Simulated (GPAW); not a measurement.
# BN (Fmm2) in GPAW: settings compared, part 2 of 3

GPAW 26.7.0.

**4. Optical spectrum, PBE**

Contents of run.py:

```python
from ase import Atoms
from ase.dft.bandgap import bandgap
from ase.io import write
from gpaw import GPAW, PW
from gpaw.response.df import DielectricFunction

atoms = Atoms(['N', 'B'],
              cell=[[0.0, 3.49531583, 2.16609124],
                    [1.2516321, 0.0, 2.16609124],
                    [1.2516321, 3.49531583, 0.0]],
              scaled_positions=[[0.66665134, 0.66665134, 0.33334866],
                                [0.00004865, 0.00004865, 0.99995135]],
              pbc=True)

calc = GPAW(mode=PW(650),
            xc='PBE',
            kpts={'size': (10, 10, 10), 'gamma': True},
            occupations={'name': 'fermi-dirac', 'width': 0.001},
            nbands=11,
            convergence={'density': 1e-06},
            maxiter=150,
            txt='gpaw.txt')
atoms.calc = calc
energy = atoms.get_potential_energy()
calc.write('gs.gpw')
write('result.traj', atoms)
print(f'Energy: {energy:.6f} eV')
print('Fermi level:', round(calc.get_fermi_level(), 4), 'eV')
print(f'Gap: {bandgap(calc)[0]:.4f} eV, direct: {bandgap(calc, direct=True)[0]:.4f} eV')

dense = calc.fixed_density(kpts={'size': (16, 16, 16), 'gamma': True},
                           nbands=30, convergence={'bands': 24, 'eigenstates': 1e-7},
                           update_fermi_level=True, txt='dense.txt')
dense.write('dense.gpw', mode='all')

df = DielectricFunction('dense.gpw', frequencies={'type': 'nonlinear', 'domega0': 0.05, 'omega2': 10},
                        eta=0.1, ecut=50, nbands=24, intraband=False, txt='df.txt')
for direction in ['x', 'y', 'z']:
    df.get_dielectric_function(xc='RPA', direction=direction, filename=f'df_{direction}.csv')
    e0, e = df.get_macroscopic_dielectric_constant(xc='RPA', direction=direction)
    print(f'{direction}: static eps {e0:.4f} without, {e:.4f} with local fields')
```

Potentials or basis: GPAW PAW data sets (gpaw-data 1.2.1), pw.

Started as:

```sh
OMP_NUM_THREADS=1 python run.py
```

gpaw.txt:

```text
__  _  _
 | _ |_)|_||  |
 |__||  | ||/\| - 26.7.0

Input parameters:
  mode=PW(ecut=650.0),
  convergence={'density': 1e-06},
  kpts=MonkhorstPack(size=(10, 10, 10), gamma=True),
  maxiter=150,
  nbands=11,
  occupations=Occupations(name='fermi-dirac', width=0.001),
  xc=XC(name='PBE')

Diagonalizing LCAO Hamiltonian
Converting LCAO to pw mode

       N

       B

Atoms  # Å, Bohr magnetons
|   | symbol |        x |        y |        z |    initial magnetic moments |
|---|--------|----------|----------|----------|-----------------------------|
| 0 |      N | 1.251632 | 3.495316 | 2.888055 | ( 0.0000,  0.0000,  0.0000) |
| 1 |      B | 1.251632 | 3.495316 | 0.000211 | ( 0.0000,  0.0000,  0.0000) |

Unit cell  # Å
| periodic |        x |        y |        z |  lengths |    angles |
|----------|----------|----------|----------|----------|-----------|
|      yes | 0.000000 | 3.495316 | 2.166091 | 4.112078 | 80.289625 |
|      yes | 1.251632 | 0.000000 | 2.166091 | 2.501706 | 36.845822 |
|      yes | 1.251632 | 3.495316 | 0.000000 | 3.712656 | 62.864553 |

Number of symmetries: 4
Symmetry operations  # r_c * U_cc + t_c -> r_c
|   | kind |            matrix            |
|---|------|------------------------------|
| 0 |  σ   |  1, 0, 0,  1, 0,-1,  1,-1, 0 |
| 1 |  E   |  1, 0, 0,  0, 1, 0,  0, 0, 1 |
| 2 |  C2  |  0, 1,-1,  1, 0,-1,  0, 0,-1 |
| 3 |  σ   |  0, 1,-1,  0, 1, 0, -1, 1, 0 |

BZ-sampling:
  Number of BZ points: 1000
  Number of IBZ points: 171

  Monkhorst-Pack size: [10, 10, 10]
  Monkhorst-Pack shift: [0.05, 0.05, 0.05]

K-points  # in reciprocal-cell coordinates
|     |                                coordinates |     weight |
|-----|--------------------------------------------|------------|
|   0 | (  0.00000000,   0.00000000,   0.00000000) | 0.00100000 |
|   1 | (  0.00000000,   0.10000000,   0.10000000) | 0.00200000 |
|   2 | (  0.00000000,   0.20000000,   0.20000000) | 0.00200000 |
|   3 | (  0.00000000,   0.30000000,   0.30000000) | 0.00200000 |
|   4 | (  0.00000000,   0.40000000,   0.40000000) | 0.00200000 |
|   5 | (  0.00000000,   0.50000000,   0.50000000) | 0.00100000 |
|   6 | (  0.10000000,  -0.40000000,   0.50000000) | 0.00200000 |
|   7 | (  0.10000000,   0.00000000,   0.10000000) | 0.00200000 |
|   8 | (  0.10000000,   0.10000000,   0.00000000) | 0.00200000 |
|   9 | (  0.10000000,   0.10000000,   0.10000000) | 0.00800000 |
| ... |                                            |            |
| 170 | (  0.50000000,   0.50000000,   0.50000000) | 0.00400000 |

Plane wave coefficients: 731
Cutoff: 650.0 eV

Spin-components: 1 (collinear spins)
Bands:           11
Projectors:      10
Spin-degeneracy: 2
Datatype:        complex128

Parallelization:
  kpt:    1
  domain: 1
  band:   1

Density:
  Valence electrons: 8.0
  Components: 1
  Grid points: [25 25 25]
  Charge: 0.0  # |e|

Potential:
  Grid points: [25 25 25]

species:
  N:
    name:    Nitrogen
    Z:       7.0
    valence: 5
    core:    2
    charge:  0.0  # [|e|]
    compensation charges:
      type: gauss
      rc: 0.18  # [Å]
      lmax: 2
    cutoffs:
      filter: 1.11  # [Å]
      core: 0.96  # [Å]
    projectors
    | kind |    occ | energy [eV] | rcut [Å] |
    |------|--------|-------------|----------|
    |   2s |  2.000 |     -18.583 |    0.603 |
    |   2p |  3.000 |      -7.089 |    0.529 |
    |    s |        |       8.629 |    0.603 |
    |    p |        |      20.123 |    0.529 |
    |    d |        |       0.000 |    0.577 |

    Using partial waves for N as LCAO basis

  B:
    name:    Boron
    Z:       5.0
    valence: 3
    core:    2
    charge:  0.0  # [|e|]
    compensation charges:
      type: gauss
      rc: 0.20  # [Å]
      lmax: 2
    cutoffs:
      filter: 1.14  # [Å]
      core: 1.38  # [Å]
    projectors
    | kind |    occ | energy [eV] | rcut [Å] |
    |------|--------|-------------|----------|
    |   2s |  2.000 |      -9.443 |    0.635 |
    |   2p |  1.000 |      -3.606 |    0.635 |
    |    s |        |      17.768 |    0.635 |
    |    p |        |      23.605 |    0.635 |
    |    d |        |       0.000 |    0.635 |

    Using partial waves for B as LCAO basis

Reference energy: -2151.211071  # eV

eigensolver:
  PPCG
  Converge bands: occupied
  niter=2

density mixing:
  MSR1-Mixer
  Pratt-step length: 0.05
  Maximum mixing coefficient: 0.75
  Old densities: 10
  SVD Regularization: 0.005
  Good broyden scale: 1.0
  Trust region scale: 1.0
  Backstep threshold: 4.0
  History deletion threshold: 6.0
  Fourier metric: weight=20.0, sigma=0.015

occupation numbers:
  Fermi-Dirac:
    width: 0.0010  # eV

poisson solver:
  ecut: 5200.0  # eV

xc functional:
  name: PBE with 2 nearest neighbor stencil

convergence criteria:
- Maximum integral of absolute [dens]ity change: 1e-06 electrons / valence electron
- Maximum [total energy] change in last 3 cyles: 0.0005 eV / valence electron
- Maximum integral of absolute [eigenst]ate change: 4e-08 eV^2 / valence electron
maximum number of iterations: 150

SCF iterations
|iter     | |      energy | eigst |  dens |
|---------|-|-------------|-------|-------|
|iter:   1| |  -19.117272 | +0.46 |       |
|iter:   2| |  -18.797290 | -1.36 | -0.64 |
|iter:   3| |  -17.568359 | -1.02 | -0.69 |
|iter:   4| |  -17.546638 | -2.47 | -1.33 |
|iter:   5| |  -17.546056 | -3.18 | -1.70 |
|iter:   6| |  -17.546258c| -4.55 | -2.30 |
|iter:   7| |  -17.546260c| -6.20 | -3.45 |
|iter:   8| |  -17.546261c| -7.67c| -3.97 |
|iter:   9| |  -17.546261c| -8.52c| -5.19 |
|iter:  10| |  -17.546261c| -9.20c| -5.73 |
|iter:  11| |  -17.546261c| -9.96c| -6.70c|

Converged in 11 steps
Energy contributions relative to reference atoms: (reference = -2151.211071)

Energy contributions:
  Kinetic:          17.307333
  Coulomb:         -17.376714
  Zero:              0.030705
  External:          0.000000
  Xc:              -17.507584
  Entropy:          -0.000000
  Spinorbit:         0.000000
  ----------------------------
  Free energy:     -17.546261
  Extrapolated:    -17.546261

dipole moment: (0.000000, 0.000000, -5.752825)  # |e|*Ang

Fermi level: 4.169
Eigenvalues  # (at kpt = [0.000, 0.000, 0.000])
| band index |      eig [eV] | occ [0-2] |
|------------|---------------|-----------|
|          0 |       -14.222 |     2.000 |
|          1 |        -0.830 |     2.000 |
|          2 |         2.236 |     2.000 |
|          3 |         2.241 |     2.000 |
|          4 |         8.516 |     0.000 |
|          5 |        15.178 |     0.000 |
|          6 |        15.237 |     0.000 |
|          7 |        16.627 |     0.000 |
|          8 |        18.084 |     0.000 |
|          9 |        29.260 |     0.000 |
|         10 |        30.405 |     0.000 |

Gap: 3.900 eV
Transition (v -> c):
  (s=0, k=158, n=3, [0.50, 0.40, -0.20]) -> (s=0, k=5, n=4, [0.00, 0.50, 0.50])
Direct/indirect transitions are different
Direct gap: 4.752 eV
Transition at: (s=0, k=3, n=3, [0.00, 0.30, 0.30])
# Writing to gs.gpw (mode='')
```

stdout:

```text
<dir> UserWarning: The angles between your unit-cell vectors are 80.3, 36.8 and 62.9 degrees.  Results may be wrong!  Please Niggli-reduce your unit-cell so that the angles are closer to 90 degrees:

  from ase.build import niggli_reduce
  niggli_reduce(atoms)

  warnings.warn(
<dir> UserWarning: Initial realspace grid (25,15,24) inconsistent with symmetries.
  warnings.warn(
<dir> UserWarning: Using symmetrized grid: (25,25,25).

  warnings.warn('Using symmetrized grid: ({},{},{}).\n'.format(*N_c))
Energy: -17.546261 eV
Fermi level: 4.169 eV
Gap: 3.9005 eV, direct: 4.7519 eV
x: static eps 4.6727 without, 4.4503 with local fields
y: static eps 2.7917 without, 2.3002 with local fields
z: static eps 4.6941 without, 4.4657 with local fields
```

df.txt:

```text
NonLinearFrequencyDescriptor(from 0.000 to 75.623 eV, 367 points)
NonLinearFrequencyDescriptor(from 0.000 to 75.623 eV, 367 points)

Calculating chi0 body with:
    Ground state adapter containing:
    Number of spins: 1
    Number of kpoints: 4096
    Number of irreducible kpoints: 621
    Number of completely occupied states: 4
    Number of partially occupied states: 4

    Linear response parametrization:
    q_c: [0.0, 0.0, 0.0]
    Number of frequency points: 367
    Planewave cutoff: 50.0
    Number of bands: 24
    Number of planewaves: 19
    Broadening (eta): 0.1

Integrating chi0 body.

Symmetries of q_c:
    Direct symmetries (Uq -> q): 4
    Indirect symmetries (TUq -> q): 4
In total 8 allowed symmetries.

Integral kind: spectral function

Calculating chi0 optical extensions with:
    Ground state adapter containing:
    Number of spins: 1
    Number of kpoints: 4096
    Number of irreducible kpoints: 621
    Number of completely occupied states: 4
    Number of partially occupied states: 4

    Linear response parametrization:
    Number of frequency points: 367
    Planewave cutoff: 50.0
    Number of bands: 24
    Number of planewaves: 19
    Broadening (eta): 0.1
Integrating chi0 head and wings.

Symmetries of q_c:
    Direct symmetries (Uq -> q): 4
    Indirect symmetries (TUq -> q): 4
In total 8 allowed symmetries.

Integral kind: spectral function wings

Finished calculating chi0
```

Run time: 7 min. Hardware: 1 thread of Arm Neoverse V1, shared host; peak memory 0.63 GiB.

What came out:

| Quantity | Value |
| --- | --- |
| Free energy | -17.5463 eV |
| Band gap on the k mesh | 3.90 eV, indirect (least direct gap 4.75 eV) |

Dielectric function (mean over the directions given):
```csv
energy (eV),real part,imaginary part
0.25,3.74,0.00
0.67,3.76,0.01
1.15,3.81,0.01
1.66,3.88,0.02
2.18,4.01,0.03
2.66,4.18,0.04
3.17,4.44,0.07
3.56,4.75,0.10
4.03,5.38,0.19
4.51,6.97,0.82
5.01,6.16,3.35
5.53,5.20,7.86
6.07,0.89,4.74
6.55,0.73,2.90
6.87,0.11,2.69
7.38,0.85,1.24
7.90,1.48,1.18
8.43,1.63,0.90
8.89,1.96,0.62
9.47,2.81,0.96
9.76,2.89,1.51
10.26,2.21,1.52
10.78,2.23,1.41
11.31,2.25,1.14
11.85,2.82,1.06
12.30,3.23,1.08
12.77,4.42,1.27
13.24,4.92,3.63
13.72,3.42,5.17
14.22,1.40,4.85
14.73,-0.21,4.35
15.26,0.13,3.09
15.80,0.22,3.68
16.21,-1.31,2.55
16.78,-0.19,1.92
17.36,-0.26,1.81
17.96,-0.27,1.51
18.58,-0.16,1.29
19.22,-0.17,1.39
19.87,0.00,1.03
```

Caveat: the long-wavelength limit can be off by a per cent or two; independent-particle spectra lack excitons; the program warned that so skewed a cell can give wrong results.

(Continued in part 3 of 3.)
